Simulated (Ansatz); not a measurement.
# Te2Mo: the cost of one run

Program: Ansatz 0.2.0. G0W0, plane waves. No spin polarisation and no zero-point or thermal motion.

1 further run of the same task is left out (it didn't finish). Runs told in other sessions of the task aren't counted.

## 1. The cell

The cell was relaxed beforehand with r2SCAN+rVV10.

It is hexagonal, P-6m2 (No. 187); conventional cell a = 3.537 Å, c = 7.827 Å, 28.27 Å³ an atom. Te has 3 Mo at 2.72 Å; Mo has 6 Te at 2.72 Å.

Coordinates:

```
CELL_PARAMETERS angstrom
3.53712 0.00000 0.00000
-1.76856 3.06324 0.00000
0.00000 0.00000 7.82683
ATOMIC_POSITIONS crystal
Te 0.33333 0.66667 0.77052
Te 0.33333 0.66667 0.22948
Mo 0.00000 0.00000 0.00000
```

## 2. From PBE, 60 empty bands, 80 eV

Contents of input.yaml:

```yaml
crystal:
  lattice:
    - [3.5371201374, 0.0, 0.0]
    - [-1.7685600687, 3.0632358953, 0.0]
    - [0.0, 0.0, 7.8268333715]
  atoms:
    - { symbol: Te, position: [0.3333333333, 0.6666666667, 0.7705163254] }
    - { symbol: Te, position: [0.3333333333, 0.6666666667, 0.2294836746] }
    - { symbol: Mo, position: [0.0, 0.0, 0.0] }
kpoints:
  mp_grid: { grid: [6, 6, 2] }
hamiltonian:
  xc: pbe
scf:
  occupations: { method: fixed }
gw:
  n_empty_bands: 60
  ecut_chi: 80
  qp_bands: [v1, c1]
  qp_kpoints: band_edges
  screening: { model: godby_needs }
```

Launch:

```bash
> ansatz run input.yaml --threads 4 --pin off --max-ram 4608MiB --backend cpu --events-out ev --progress --plain --runs-dir out
```

What time and memory should one allow on 4 threads of Arm Neoverse V2, shared host?

About 17 s, with a peak of 0.46 GiB.
